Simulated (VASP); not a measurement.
A run of VASP 6.6.1 is set up as follows.

File INCAR:

```
SYSTEM = NbP
  PREC = Accurate
  ENCUT = 520
  EDIFF = 1E-7
  ISMEAR = 0
  SIGMA = 0.3
  LREAL = .False.
  LASPH = .True.
  NELM = 80
  ALGO = Normal
  ISIF = 3
  LWAVE = .False.
  LCHARG = .False.
  GGA = PE
  IBRION = 2
  NSW = 80
  EDIFFG = -0.002
```

The input KPOINTS:

```
Automatic mesh
0
Gamma
  18 18 18
  0 0 0
```

The input POSCAR:

```
NbP                                     
1.0
   -1.6722641734      1.6722641734      5.7120257789
    1.6722641734     -1.6722641734      5.7120257789
    1.6722641734      1.6722641734     -5.7120257789
  Nb              P             
     2     2
Direct
     0.7500045002229694    0.7500045002229694    0.0000000000000000
     0.5000045002229694    0.0000045002229693    0.5000000000000000
     0.3326240697770278    0.3326240697770278    0.0000000000000000
     0.0826240797770286    0.5826240797770286    0.5000000000000000
```

Potentials or basis: VASP PAW PBE potentials, release 64 (Nb_sv, P).

Run with:

```bash
$ cat potpaw_PBE.64/Nb_sv/POTCAR potpaw_PBE.64/P/POTCAR > POTCAR
$ mpirun -np 1 vasp_std > vasp.out
```

Q: Predict the band gap on the k mesh.

A: None (metal or under the smearing width).

Final structure:
```
CELL_PARAMETERS angstrom
-1.67226 1.67226 5.71203
1.67226 -1.67226 5.71203
1.67226 1.67226 -5.71203
ATOMIC_POSITIONS crystal
Nb 0.75000 0.75000 0.00000
Nb 0.50000 0.00000 0.50000
P 0.33262 0.33262 0.00000
P 0.08262 0.58262 0.50000
```

Caveat: the relaxation stopped at its first step, so nothing moved.
